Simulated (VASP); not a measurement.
# I (Cmce) in VASP: a series of runs, part 2 of 2

VASP 6.6.1. The steps go on from the part before.

**4. Band structure, PBEsol**

Input file INCAR:

```
ALGO = Fast
EDIFF = 1E-6
ENCUT = 520
GGA = PS
ISIF = 2
ISMEAR = 0
LASPH = True
LCHARG = False
LREAL = False
LWAVE = False
NELM = 80
PREC = Accurate
SIGMA = 0.02
```

Input file KPOINTS:

```
k-points
0
Gamma
  8 8 4
```

Input file POSCAR:

```
I
1.0
    3.6350350000     -2.3950200000      0.0000000000
    3.6350350000      2.3950200000      0.0000000000
    0.0000000000      0.0000000000      9.7934400000
I
4
Direct
    0.6493000000      0.3507000000      0.3844000000
    0.1493000000      0.8507000000      0.1156000000
    0.3507000000      0.6493000000      0.6156000000
    0.8507000000      0.1493000000      0.8844000000
```

Input file KPOINTS_OPT:

```
path GXSRAZGYX1A1TY,ZT
10
line-mode
reciprocal
 0.0000000000  0.0000000000  0.0000000000  G
 0.3585278261 -0.3585278261  0.0000000000  X

 0.3585278261 -0.3585278261  0.0000000000  X
 0.0000000000 -0.5000000000  0.0000000000  S

 0.0000000000 -0.5000000000  0.0000000000  S
 0.0000000000 -0.5000000000 -0.5000000000  R

 0.0000000000 -0.5000000000 -0.5000000000  R
 0.3585278261 -0.3585278261 -0.5000000000  A

 0.3585278261 -0.3585278261 -0.5000000000  A
 0.0000000000  0.0000000000 -0.5000000000  Z

 0.0000000000  0.0000000000 -0.5000000000  Z
 0.0000000000  0.0000000000  0.0000000000  G

 0.0000000000  0.0000000000  0.0000000000  G
-0.5000000000 -0.5000000000  0.0000000000  Y

-0.5000000000 -0.5000000000  0.0000000000  Y
-0.3585278261 -0.6414721739  0.0000000000  X1

-0.3585278261 -0.6414721739  0.0000000000  X1
-0.3585278261 -0.6414721739 -0.5000000000  A1

-0.3585278261 -0.6414721739 -0.5000000000  A1
-0.5000000000 -0.5000000000 -0.5000000000  T

-0.5000000000 -0.5000000000 -0.5000000000  T
-0.5000000000 -0.5000000000  0.0000000000  Y

 0.0000000000  0.0000000000 -0.5000000000  Z
-0.5000000000 -0.5000000000 -0.5000000000  T
```

Run with:

```
> cat potpaw_PBE.64/I/POTCAR > POTCAR
> mpirun -np 1 vasp_std > vasp.out
```

Wall time 5.7 min (1 thread of Intel Xeon Platinum 8488C (Sapphire Rapids), shared host); peak memory 0.46 GiB.

It converged, with:

| Quantity | Value |
| --- | --- |
| Free energy | -6.8293 eV |
| Pressure | 0.1 GPa |
| Largest force | 0.765 eV/Å |
| Band gap on the k mesh | 1.26 eV, indirect (least direct gap 1.37 eV) |
| Band gap along the path | 1.25 eV, indirect (least direct gap 1.37 eV) |

Forces on the atoms (eV/Å):
```
I    0.000 -0.335 -0.688
I    0.000 -0.335  0.688
I    0.000  0.335  0.688
I    0.000  0.335 -0.688
```

Stress tensor (GPa, compression positive):
```
 0.01  0.00  0.00
 0.00 -0.42  0.00
 0.00  0.00  0.67
```

Levels at the corners of the path, in eV from the valence-band top:
| point | band 10 | band 11 | band 12 | band 13 | band 14 | band 15 | band 16 | band 17 | band 18 |
| --- | --- | --- | --- | --- | --- | --- | --- | --- | --- |
| Γ | -1.16 | -1.15 | -0.57 | -0.08 | -0.02 | 1.34 | 2.19 | 5.10 | 5.12 |
| X | -2.34 | -1.56 | -1.01 | -0.67 | -0.24 | 1.65 | 1.88 | 6.08 | 6.26 |
| X | -2.34 | -1.56 | -1.01 | -0.67 | -0.24 | 1.65 | 1.88 | 6.08 | 6.26 |
| S | -1.72 | -1.26 | -1.26 | -0.43 | -0.43 | 2.23 | 2.23 | 5.29 | 5.29 |
| S | -1.72 | -1.26 | -1.26 | -0.43 | -0.43 | 2.23 | 2.23 | 5.29 | 5.29 |
| R | -1.78 | -0.75 | -0.75 | 0.00 | 0.00 | 1.63 | 1.63 | 5.66 | 5.66 |
| R | -1.78 | -0.75 | -0.75 | 0.00 | 0.00 | 1.63 | 1.63 | 5.66 | 5.66 |
| A | -2.70 | -0.82 | -0.82 | -0.60 | -0.60 | 1.72 | 1.72 | 6.67 | 6.67 |
| A | -2.70 | -0.82 | -0.82 | -0.60 | -0.60 | 1.72 | 1.72 | 6.67 | 6.69 |
| Z | -1.22 | -1.05 | -1.05 | -0.05 | -0.05 | 1.59 | 1.59 | 5.55 | 5.55 |
| Z | -1.22 | -1.05 | -1.05 | -0.05 | -0.05 | 1.59 | 1.59 | 5.55 | 5.55 |
| Γ | -1.16 | -1.15 | -0.57 | -0.08 | -0.02 | 1.34 | 2.19 | 5.10 | 5.12 |
| Γ | -1.16 | -1.15 | -0.57 | -0.08 | -0.02 | 1.34 | 2.19 | 5.10 | 5.12 |
| Y | -1.99 | -1.86 | -1.38 | -0.73 | -0.29 | 1.26 | 1.81 | 5.00 | 5.73 |
| Y | -1.99 | -1.86 | -1.38 | -0.73 | -0.29 | 1.26 | 1.81 | 5.00 | 5.73 |
| X1 | -2.34 | -1.56 | -1.01 | -0.67 | -0.24 | 1.65 | 1.88 | 6.08 | 6.26 |
| X1 | -2.34 | -1.56 | -1.01 | -0.67 | -0.24 | 1.65 | 1.88 | 6.08 | 6.26 |
| A1 | -2.70 | -0.82 | -0.82 | -0.60 | -0.60 | 1.72 | 1.72 | 6.67 | 6.69 |
| A1 | -2.70 | -0.82 | -0.82 | -0.60 | -0.60 | 1.72 | 1.72 | 6.67 | 6.71 |
| T | -1.90 | -1.25 | -1.25 | -0.99 | -0.99 | 1.38 | 1.38 | 5.94 | 5.94 |
| T | -1.90 | -1.25 | -1.25 | -0.99 | -0.99 | 1.38 | 1.38 | 5.94 | 5.94 |
| Y | -1.99 | -1.86 | -1.38 | -0.73 | -0.29 | 1.26 | 1.81 | 5.00 | 5.73 |
| Z | -1.22 | -1.05 | -1.05 | -0.05 | -0.05 | 1.59 | 1.59 | 5.55 | 5.55 |
| T | -1.90 | -1.25 | -1.25 | -0.99 | -0.99 | 1.38 | 1.38 | 5.94 | 5.94 |

Caveat: the PAW data sets were made with another functional, which shifts forces and pressure a little; spin-orbit coupling is left out, which moves the levels of the heavy elements.

**5. Band structure, r2SCAN**

Input file INCAR:

```
ALGO = Normal
EDIFF = 1E-6
ENCUT = 520
ISIF = 2
ISMEAR = 0
LASPH = True
LCHARG = False
LMIXTAU = True
LREAL = False
LWAVE = False
METAGGA = R2SCAN
NELM = 80
PREC = Accurate
SIGMA = 0.02
```

KPOINTS is that of step 4.

POSCAR is that of step 4.

KPOINTS_OPT is that of step 4.

Run with:

```
> cat potpaw_PBE.64/I/POTCAR > POTCAR
> mpirun -np 1 vasp_std > vasp.out
```

It took 15 min on 1 thread of Intel Xeon Platinum 8488C (Sapphire Rapids), shared host; peak memory 0.48 GiB.

It converged, with:

| Quantity | Value |
| --- | --- |
| Free energy | -98.1517 eV |
| Pressure | 1.2 GPa |
| Largest force | 0.632 eV/Å |
| Band gap on the k mesh | 1.51 eV, indirect (least direct gap 1.66 eV) |
| Band gap along the path | 1.51 eV, indirect (least direct gap 1.66 eV) |

Forces in eV/Å, atoms in the order of the input:
```
I    0.000 -0.303 -0.555
I    0.000 -0.303  0.555
I    0.000  0.303  0.555
I    0.000  0.303 -0.555
```

Stress tensor (GPa, compression positive):
```
0.64 0.00 0.00
0.00 0.87 0.00
0.00 0.00 2.04
```

Levels at the corners of the path, in eV from the valence-band top:
| point | band 12 | band 13 | band 14 | band 15 | band 16 | band 17 |
| --- | --- | --- | --- | --- | --- | --- |
| Γ | -0.58 | -0.12 | -0.05 | 1.62 | 2.44 | 5.70 |
| X | -1.01 | -0.65 | -0.28 | 1.90 | 2.11 | 6.67 |
| X | -1.01 | -0.65 | -0.28 | 1.90 | 2.11 | 6.67 |
| S | -1.24 | -0.44 | -0.44 | 2.46 | 2.46 | 5.90 |
| S | -1.24 | -0.44 | -0.44 | 2.46 | 2.46 | 5.90 |
| R | -0.77 | 0.00 | 0.00 | 1.89 | 1.89 | 6.28 |
| R | -0.77 | 0.00 | 0.00 | 1.89 | 1.89 | 6.28 |
| A | -0.85 | -0.59 | -0.59 | 1.96 | 1.96 | 7.30 |
| A | -0.85 | -0.59 | -0.59 | 1.96 | 1.96 | 7.30 |
| Z | -1.06 | -0.08 | -0.08 | 1.89 | 1.89 | 6.22 |
| Z | -1.06 | -0.08 | -0.08 | 1.89 | 1.89 | 6.22 |
| Γ | -0.58 | -0.12 | -0.05 | 1.62 | 2.44 | 5.70 |
| Γ | -0.58 | -0.12 | -0.05 | 1.62 | 2.44 | 5.70 |
| Y | -1.39 | -0.74 | -0.33 | 1.51 | 2.05 | 5.56 |
| Y | -1.39 | -0.74 | -0.33 | 1.51 | 2.05 | 5.56 |
| X1 | -1.01 | -0.65 | -0.28 | 1.90 | 2.11 | 6.67 |
| X1 | -1.01 | -0.65 | -0.28 | 1.90 | 2.11 | 6.67 |
| A1 | -0.85 | -0.59 | -0.59 | 1.96 | 1.96 | 7.30 |
| A1 | -0.85 | -0.59 | -0.59 | 1.96 | 1.96 | 7.30 |
| T | -1.26 | -1.02 | -1.02 | 1.65 | 1.65 | 6.52 |
| T | -1.26 | -1.02 | -1.02 | 1.65 | 1.65 | 6.52 |
| Y | -1.39 | -0.74 | -0.33 | 1.51 | 2.05 | 5.56 |
| Z | -1.06 | -0.08 | -0.08 | 1.89 | 1.89 | 6.22 |
| T | -1.26 | -1.02 | -1.02 | 1.65 | 1.65 | 6.52 |

Caveat: the PAW data sets were made with another functional, which shifts forces and pressure a little; spin-orbit coupling is left out, which moves the levels of the heavy elements. r2SCAN opens gaps a little over a GGA but as a rule still falls short of measured ones.

**6. Band structure, TB-mBJ**

POSCAR is that of step 5.

Input file INCAR.step1:

```
ALGO = Normal
EDIFF = 1E-5
ENCUT = 520
GGA = PE
ISIF = 2
ISMEAR = 0
LASPH = True
LCHARG = False
LREAL = False
LWAVE = True
NELM = 80
PREC = Accurate
SIGMA = 0.02
```

Input file INCAR.step2:

```
ALGO = Normal
EDIFF = 1E-6
ENCUT = 520
ISIF = 2
ISMEAR = 0
ISTART = 1
LASPH = True
LCHARG = False
LREAL = False
LWAVE = False
METAGGA = MBJ
NELM = 80
PREC = Accurate
SIGMA = 0.02
```

KPOINTS is that of step 5.

KPOINTS_OPT is that of step 5.

Potentials or basis: VASP PAW PBE potentials, release 64 (I).

Run with:

```
> cat potpaw_PBE.64/I/POTCAR > POTCAR
> cp INCAR.step1 INCAR
> mpirun -np 1 vasp_std > vasp.out
> cp INCAR.step2 INCAR
> mpirun -np 1 vasp_std > vasp.out
```

Run time: 13 min. Hardware: 1 thread of Intel Xeon Platinum 8488C (Sapphire Rapids), shared host; peak memory 0.49 GiB.

It converged, with:

| Property | Result |
| --- | --- |
| Band gap on the k mesh | 1.63 eV, indirect (least direct gap 1.73 eV) |
| Band gap along the path | 1.63 eV, indirect (least direct gap 1.73 eV) |

Levels at the corners of the path, in eV from the valence-band top:
```csv
point,band 12,band 13,band 14,band 15,band 16,band 17
Γ,-0.50,-0.11,-0.02,1.72,2.50,6.03
X,-0.91,-0.55,-0.23,1.97,2.20,6.92
X,-0.91,-0.55,-0.23,1.97,2.20,6.92
S,-1.07,-0.38,-0.38,2.47,2.47,6.30
S,-1.07,-0.38,-0.38,2.47,2.47,6.30
R,-0.65,0.00,0.00,1.99,1.99,6.66
R,-0.65,0.00,0.00,1.99,1.99,6.66
A,-0.72,-0.53,-0.53,2.05,2.05,7.57
A,-0.72,-0.53,-0.53,2.05,2.05,7.57
Z,-0.94,-0.06,-0.06,2.03,2.03,6.60
Z,-0.94,-0.06,-0.06,2.03,2.03,6.60
Γ,-0.50,-0.11,-0.02,1.72,2.50,6.03
Γ,-0.50,-0.11,-0.02,1.72,2.50,6.03
Y,-1.23,-0.64,-0.27,1.63,2.16,5.91
Y,-1.23,-0.64,-0.27,1.63,2.16,5.91
X1,-0.91,-0.55,-0.23,1.97,2.20,6.92
X1,-0.91,-0.55,-0.23,1.97,2.20,6.92
A1,-0.72,-0.53,-0.53,2.05,2.05,7.57
A1,-0.72,-0.53,-0.53,2.05,2.05,7.57
T,-1.12,-0.85,-0.85,1.81,1.81,6.83
T,-1.12,-0.85,-0.85,1.81,1.81,6.83
Y,-1.23,-0.64,-0.27,1.63,2.16,5.91
Z,-0.94,-0.06,-0.06,2.03,2.03,6.60
T,-1.12,-0.85,-0.85,1.81,1.81,6.83
```

Caveat: the PAW data sets were made with another functional, which shifts forces and pressure a little; spin-orbit coupling is left out, which moves the levels of the heavy elements.

**7. Overview**

```tsv
level	potentials or basis	further INCAR settings	gap on the mesh (eV)	pressure (GPa)	largest force (eV/Å)
LDA	VASP PAW LDA potentials, release 64 (I)	ALGO = Fast; EDIFF = 1e-06	1.21	-0.9	0.73
PBE	VASP PAW PBE potentials, release 64 (I)	ALGO = Fast; EDIFF = 1e-06	1.30	1.8	0.84
PBEsol	VASP PAW PBE potentials, release 64 (I)	ALGO = Fast; EDIFF = 1e-06	1.26	0.1	0.77
r2SCAN	VASP PAW PBE potentials, release 64 (I)	ALGO = Normal; EDIFF = 1e-06	1.51	1.2	0.63
TB-mBJ	VASP PAW PBE potentials, release 64 (I)	ALGO = Normal; EDIFF = 1e-06	1.63	-	-
```

Alike in all rows: task band structure; no spin polarisation; cell as given; k mesh 8 × 8 × 4; cutoff (eV) 520; smearing gaussian 0.02 eV.

Caveats: spin-orbit coupling is left out, which moves the levels of the heavy elements; the PAW data sets were made with another functional, which shifts forces and pressure a little (some runs).

Absolute energies hang on the potentials; compare differences alone.
